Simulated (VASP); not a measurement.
# Cu in VASP: relaxation of the atoms with LDA

Aim: the relaxation of the atoms of Cu with LDA.

Everything below comes from runs of VASP 6.6.1. Logs are shortened: lines on timing, memory, paths and dates and some standing lists are left out, and cuts for length are marked.

**1. The structure**

The cell holds a slab with vacuum, 9 atoms: a = 2.491 Å, b = 2.491 Å, c = 29.092 Å, α = 90.00°, β = 90.00°, γ = 90.00°.

The cell was built by a generator and needn't be a form met in nature.

**2. Relaxation of the atoms, LDA**

INCAR

```
SYSTEM = Cu
PREC = Accurate
ENCUT = 520
EDIFF = 1E-6
ISMEAR = 1
SIGMA = 0.2
LREAL = .False.
LASPH = .True.
NELM = 60
ALGO = Normal
ISIF = 2
LWAVE = .False.
LCHARG = .False.
IBRION = 2
NSW = 60
EDIFFG = -0.01
KPAR = 8
```

KPOINTS

```
Automatic mesh
0
Gamma
  18 18 1
  0 0 0
```

POSCAR

```
Cu
1.0
    2.4911371901      0.0000000000      0.0000000000
    0.0000000000      2.4911371901      0.0000000000
    0.0000000000      0.0000000000     29.0920000000
Cu
9
Direct
    0.0000000000      0.0000000000      0.2578028324
    0.5000000000      0.5000000000      0.3183521243
    0.0000000000      0.0000000000      0.3789014162
    0.5000000000      0.5000000000      0.4394507081
    0.0000000000      0.0000000000      0.5000000000
    0.5000000000      0.5000000000      0.5605492919
    0.0000000000      0.0000000000      0.6210985838
    0.5000000000      0.5000000000      0.6816478757
    0.0000000000      0.0000000000      0.7421971676
```

Potentials or basis: VASP PAW LDA potentials, release 64 (Cu).

The run is started by

```
$ cat potpaw_LDA.64/Cu/POTCAR > POTCAR
$ mpirun -np 8 vasp_std > vasp.out
```

OUTCAR:

```text
SYSTEM = Cu
   PREC = Accurate
   ENCUT = 520
   EDIFF = 1E-6
   ISMEAR = 1
   LREAL = .False.
   LASPH = .True.
   NELM = 60
   ISIF = 2
   IBRION = 2
   NSW = 60
   EDIFFG = -0.01

 ion  position               nearest neighbor table
   1  0.000  0.000  0.258-   2 2.49   2 2.49   2 2.49   2 2.49
   2  0.500  0.500  0.318-   1 2.49   1 2.49   1 2.49   1 2.49   3 2.49   3 2.49   3 2.49   3 2.49

   3  0.000  0.000  0.379-   4 2.49   4 2.49   4 2.49   4 2.49   2 2.49   2 2.49   2 2.49   2 2.49

   4  0.500  0.500  0.439-   3 2.49   3 2.49   3 2.49   3 2.49   5 2.49   5 2.49   5 2.49   5 2.49

   5  0.000  0.000  0.500-   4 2.49   6 2.49   4 2.49   6 2.49   4 2.49   6 2.49   4 2.49   6 2.49

   6  0.500  0.500  0.561-   7 2.49   7 2.49   7 2.49   7 2.49   5 2.49   5 2.49   5 2.49   5 2.49

   7  0.000  0.000  0.621-   6 2.49   6 2.49   6 2.49   6 2.49   8 2.49   8 2.49   8 2.49   8 2.49

   8  0.500  0.500  0.682-   9 2.49   9 2.49   9 2.49   9 2.49   7 2.49   7 2.49   7 2.49   7 2.49

   9  0.000  0.000  0.742-   8 2.49   8 2.49   8 2.49   8 2.49

  LATTYP: Found a simple tetragonal cell.
 ALAT       =     2.4911371901
 C/A-ratio  =    11.6782006690

  Lattice vectors:

 A1 = (   2.4911371901,   0.0000000000,   0.0000000000)
 A2 = (   0.0000000000,   2.4911371901,   0.0000000000)
 A3 = (   0.0000000000,   0.0000000000,  29.0920000000)

Analysis of symmetry for initial positions (statically):
=====================================================================
 Subroutine PRICEL returns:
 Original cell was already a primitive cell.

 Routine SETGRP: Setting up the symmetry group for a
 simple tetragonal supercell.

 Subroutine GETGRP returns: Found 16 space group operations
 (whereof 16 operations were pure point group operations)
 out of a pool of 16 trial point group operations.

The static configuration has the point symmetry D_4h.

Analysis of symmetry for dynamics (positions and initial velocities):
=====================================================================
 Subroutine PRICEL returns:
 Original cell was already a primitive cell.

 Routine SETGRP: Setting up the symmetry group for a
 simple tetragonal supercell.

 Subroutine GETGRP returns: Found 16 space group operations
 (whereof 16 operations were pure point group operations)
 out of a pool of 16 trial point group operations.

The dynamic configuration has the point symmetry D_4h.

 Subroutine INISYM returns: Found 16 space group operations
 (whereof 16 operations are pure point group operations),
 and found     1 'primitive' translations

----------------------------------------------------------------------------------------

                                     Primitive cell

  volume of cell :     180.5381

  direct lattice vectors                    reciprocal lattice vectors
     2.491137190  0.000000000  0.000000000     0.401423095  0.000000000  0.000000000
     0.000000000  2.491137190  0.000000000     0.000000000  0.401423095  0.000000000
     0.000000000  0.000000000 29.092000000     0.000000000  0.000000000  0.034373711

  length of vectors
     2.491137190  2.491137190 29.092000000     0.401423095  0.401423095  0.034373711

  position of ions in fractional coordinates (direct lattice)
     0.000000000  0.000000000  0.257802832
     0.500000000  0.500000000  0.318352124
     0.000000000  0.000000000  0.378901416
     0.500000000  0.500000000  0.439450708
     0.000000000  0.000000000  0.500000000
     0.500000000  0.500000000  0.560549292
     0.000000000  0.000000000  0.621098584
     0.500000000  0.500000000  0.681647876
     0.000000000  0.000000000  0.742197168

  ion indices of the primitive-cell ions
   primitive index   ion index
                 1           1
                 2           2
                 3           3
                 4           4
                 5           5
                 6           6
                 7           7
                 8           8
                 9           9

----------------------------------------------------------------------------------------

 KPOINTS: Automatic mesh

Automatic generation of k-mesh.
 Grid dimensions read from file:
 generate k-points for:   18   18    1

 Generating k-lattice:

  Cartesian coordinates                     Fractional coordinates (reciprocal lattice)
     0.022301283  0.000000000  0.000000000     0.055555556  0.000000000  0.000000000
     0.000000000  0.022301283  0.000000000     0.000000000  0.055555556  0.000000000
     0.000000000  0.000000000  0.034373711     0.000000000  0.000000000  1.000000000

  Length of vectors
     0.022301283  0.022301283  0.034373711

  Shift w.r.t. Gamma in fractional coordinates (k-lattice)
     0.000000000  0.000000000  0.000000000

 Subroutine IBZKPT returns following result:
 ===========================================

 Found     55 irreducible k-points:

 Following reciprocal coordinates:
            Coordinates               Weight
  0.000000  0.000000  0.000000      1.000000
  0.055556  0.000000  0.000000      4.000000
  0.111111  0.000000  0.000000      4.000000
  0.166667  0.000000  0.000000      4.000000
  0.222222  0.000000  0.000000      4.000000
  0.277778  0.000000  0.000000      4.000000
[... 16 lines left out ...]
  0.277778  0.111111  0.000000      8.000000
  0.333333  0.111111  0.000000      8.000000
 [... further k-points ...]
   k-points           NKPTS =     55   k-points in BZ     NKDIM =     55   number of bands    NBANDS=     59
   number of dos      NEDOS =    301   number of ions     NIONS =      9
   total plane-waves  NPLWV =  86400
   dimension x,y,z NGX =    20 NGY =   20 NGZ =  216
   dimension x,y,z NGXF=    40 NGYF=   40 NGZF=  432
   ions per type =               9
   NGX,Y,Z   is equivalent  to a cutoff of  13.35, 13.35, 12.34 a.u.
   NGXF,Y,Z  is equivalent  to a cutoff of  26.69, 26.69, 24.69 a.u.
 SYSTEM =  Cu
   PREC   = accura    normal or accurate (medium, high low for compatibility)
   ISTART =      0    job   : 0-new  1-cont  2-samecut
   ICHARG =      2    charge: 1-file 2-atom 10-const
   ISPIN  =      1    spin polarized calculation?
   LNONCOLLINEAR =      F non collinear calculations
   LSORBIT =      F    spin-orbit coupling
   LASPH  =      T    aspherical Exc in radial PAW
   ENCUT  =  520.0 eV  38.22 Ry    6.18 a.u.   4.63  4.63 54.09*2*pi/ulx,y,z
   NELM   =     60;   NELMIN=  2; NELMDL= -5     # of ELM steps
   EDIFF  = 0.1E-05   stopping-criterion for ELM
   LREAL  =      F    real-space projection
   EDIFFG = -.1E-01   stopping-criterion for IOM
   NSW    =     60    number of steps for IOM
   IBRION =      2    ionic relax: 0-MD 1-quasi-New 2-CG
   NFREE  =      1    steps in history (QN), initial steepest desc. (CG)
   ISIF   =      2    stress and relaxation
   ISYM   =      2    0-nonsym 1-usesym 2-fastsym
   POTIM  = 0.5000    time-step for ionic-motion
   TEBEG  =    0.0;   TEEND  =   0.0 temperature during run
   PSTRESS=    0.0 pullay stress
   NELECT =      99.0000    total number of electrons
   NUPDOWN=      -1.0000    fix difference up-down
   EMIN   =  10.00;   EMAX   =-10.00  energy-range for DOS
   EFERMI =   0.00;   METHOD = LEGACY
   ISMEAR =     1;   SIGMA  =   0.20  broadening in eV -4-tet -1-fermi 0-gaus
   EFERMI_NEDOS =   21; number of points for ismear=-14 and -15
   IALGO  =     38    algorithm
   IMIX   =      4    mixing-type and parameters
     AMIX     =   0.40;   BMIX     =  1.00
     AMIX_MAG =   1.60;   BMIX_MAG =  1.00
  volume/ion in A,a.u.               =      20.06       135.37
  Fermi-wavevector in a.u.,A,eV,Ry     =   1.339976  2.532187 24.429737  1.795535
  Thomas-Fermi vector in A             =   2.468325
   LORBIT       =      0    0 simple, 1 ext, 2 COOP (PROOUT), +10 PAW based schemes
   GGA     = CA    functional components
   LHFCALC =     F    Hartree Fock is set to
   AEXX    =    0.0000 exact exchange contribution
   IVDW    =     0    specifies the selected vdW correction
   LEPSILON=     F    determine dielectric tensor
   LRPA    =     F    only Hartree local field effects (RPA)
 conjugate gradient relaxation of ions
 non-spin polarized calculation
 Methfessel and Paxton  Order N= 1 SIGMA  =   0.20
  energy-cutoff  :      520.00
  volume of cell :      180.54
 maximum number of plane-waves:      4949
 NGX is ok and might be reduce to    20
   NGX =  9   NGY =  9   NGZ =109

--------------------------------------- Ionic step        1  -------------------------------------------

 number of electron      99.0000122 magnetization

 Free energy of the ion-electron system (eV)
  ---------------------------------------------------
  ext. energy  EPLUGINS =         0.00000000
  ---------------------------------------------------
  free energy    TOTEN  =       -40.82775386 eV

  energy without entropy =      -40.81827882  energy(sigma->0) =      -40.82459551

------------------------ aborting loop because EDIFF is reached ----------------------------------------

  FORCE on cell =-STRESS in cart. coord.  units (eV):
  Direction    XX          YY          ZZ          XY          YZ          ZX
  --------------------------------------------------------------------------------------
  -------------------------------------------------------------------------------------
  Total       -2.0780004     -2.0780004     -0.7764017      0.0000000      0.0000000      0.0000000
  in kB      -18.4411220    -18.4411220     -6.8901423      0.0000000      0.0000000      0.0000000
  external PRESSURE =     -14.5907955 kB  Pullay stress =       0.0000000 kB
[... 243 lines left out ...]
  energy  without entropy=      -40.8314692969  energy(sigma->0) =      -40.83732006

--------------------------------------- Ionic step        7  -------------------------------------------

 number of electron      99.0000108 magnetization

 Free energy of the ion-electron system (eV)
  ---------------------------------------------------
  ext. energy  EPLUGINS =         0.00000000
  ---------------------------------------------------
  free energy    TOTEN  =       -40.84030351 eV

  energy without entropy =      -40.83155364  energy(sigma->0) =      -40.83738689

 E-fermi :   2.3574     XC(G=0):  -8.0724

 val. band max:        2.3567593092   @ k =   0.5000   0.1667   0.0000
 cond. band min:       2.3610122627   @ k =   0.4444   0.2222   0.0000
 fundamental gap:      0.0042529535
 Fermi energy:         2.3573857292

 k-point     1 :       0.0000    0.0000    0.0000
  band No.  band energies     occupation
      1      -7.4467      2.00000
      2      -7.0388      2.00000
      3      -6.3730      2.00000
      4      -5.4640      2.00000
      5      -4.4288      2.00000
      6      -3.5244      2.00000
[... 1477 lines left out ...]
     58       8.1177      0.00000
     59       8.6390      0.00000

 [... further k-points ...]
[... 5 lines left out ...]
  --------------------------------------------------------------------------------------
  -------------------------------------------------------------------------------------
  Total       -1.6745261     -1.6745261     -0.2910707      0.0000000     -0.0000000      0.0000000
  in kB      -14.8605070    -14.8605070     -2.5830944      0.0000000     -0.0000000      0.0000000
  external PRESSURE =     -10.7680362 kB  Pullay stress =       0.0000000 kB
[... 24 lines left out ...]
  FREE ENERGIE OF THE ION-ELECTRON SYSTEM (eV)
  ---------------------------------------------------
  free  energy   TOTEN  =       -40.8403035124 eV

  energy  without entropy=      -40.8315536353  energy(sigma->0) =      -40.83738689

 reached required accuracy - stopping structural energy minimisation
```

Wall time 4.1 min (8 MPI ranks of AMD EPYC 9R45 (Zen 5), shared host); peak memory 0.54 GiB.

What came out:

```
Free energy                  : -40.8403 eV
Energy gained by relaxing    : 1.4 meV/atom
Ionic steps                  : 7
Largest force after relaxing : 0.008 eV/Å
Band gap on the k mesh       : none (metal or under the smearing width)
```

Forces in eV/Å, atoms in the order of the input:
```
Cu   0.000  0.000  0.005
Cu   0.000  0.000  0.008
Cu   0.000  0.000  0.007
Cu   0.000  0.000 -0.004
Cu   0.000  0.000  0.000
Cu   0.000  0.000  0.004
Cu   0.000  0.000 -0.007
Cu   0.000  0.000 -0.008
Cu   0.000  0.000 -0.005
```

The path:
```tsv
step	energy change (eV)	largest force (eV/Å)	pressure (GPa)
1	0.0000	0.2586	-1.46
2	-0.0087	0.1342	-1.38
3	-0.0111	0.0808	-1.24
4	-0.0119	0.0377	-1.17
5	-0.0123	0.0402	-1.11
6	-0.0125	0.0158	-1.08
7	-0.0125	0.0085	-1.08
```

Final structure:
```xyz
9
Lattice="2.4911 0.0000 0.0000 0.0000 2.4911 0.0000 0.0000 0.0000 29.0920" Properties=species:S:1:pos:R:3 pbc="T T T"
Cu    0.0000    0.0000    7.5312
Cu    1.2456    1.2456    9.2419
Cu    0.0000    0.0000   11.0141
Cu    1.2456    1.2456   12.7807
Cu    0.0000    0.0000   14.5460
Cu    1.2456    1.2456   16.3113
Cu    2.4911    2.4911   18.0779
Cu    1.2456    1.2456   19.8501
Cu    0.0000    0.0000   21.5608
```
